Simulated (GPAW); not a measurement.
Runs of GPAW 26.7.0 on C. It takes space group Fd-3m (No. 227, cubic). Conventional cell: a = 3.567 Å, b = 3.567 Å, c = 3.567 Å, α = 90.00°, β = 90.00°, γ = 90.00°. C (site symmetry -43m) is surrounded by 4 C at 1.54 Å. This isn't the form of C at room conditions, which is graphite.

```tsv
task	level	potentials or basis	k mesh	cutoff (eV)	band path	band points	data set	hybrids on these orbitals	oneshot functional	gap on the mesh (eV)	pressure (GPa)	V0 of scaled cells (Å³/atom)	B0 (GPa)
band structure	LDA	JTH PAW 2.0, LDA, pw	10 × 10 × 10	800	GXWKGLUWLK,UX	100	C jth	-	-	4.13	(a)	-	-
equation of state	revPBE+D3	the program's PAW data sets (release 1.2.1) made for this functional, pw	10 × 10 × 10	800	-	-	-	-	-	-	-	5.71	423
one-shot levels of the hybrid HSE06	LDA	the program's PAW data sets (release 1.2.1) made for this functional, pw	8 × 8 × 8	600	-	-	-	["HSE06", "HSE03", "B3LYP"]	HSE06	4.10	-12.7	-	-
band structure	PBEsol	PAW data sets generated in the run's folder for this functional, pw	10 × 10 × 10	800	GXWKGLUWLK,UX	80	-	-	-	(b)	-5.2	-	-
equation of state	PBEsol+D4	PAW data sets generated in the run's folder for this functional, pw	10 × 10 × 10	800	-	-	-	-	-	-	-	5.58	457
equation of state	vdW-DF2	GPAW PAW data sets (gpaw-data 1.2.1), pw	10 × 10 × 10	800	-	-	-	-	-	-	-	5.86	(c)
equation of state	vdW-DF-cx	GPAW PAW data sets (gpaw-data 1.2.1), pw	10 × 10 × 10	800	-	-	-	-	-	-	-	5.68	440
```

Alike in all rows: no spin polarisation; cell as given; smearing fermi-dirac 0.05 eV.

Fill in the values left out.

(a) -14.3; (b) 4.03; (c) 403.

Caveats: the PAW data sets were made with another functional, which shifts forces and pressure a little (some runs); the program truncates these outside data sets (some runs); the cutoff is short for stress and forces, so pressures can be off by a GPa or more (some runs); energy and the plain gap are those of the semilocal run (some runs); the hybrids' values are one shot on its orbitals and mesh (some runs).

A k mesh can miss the band edges.

Runs at the PBE level aren't shown here.
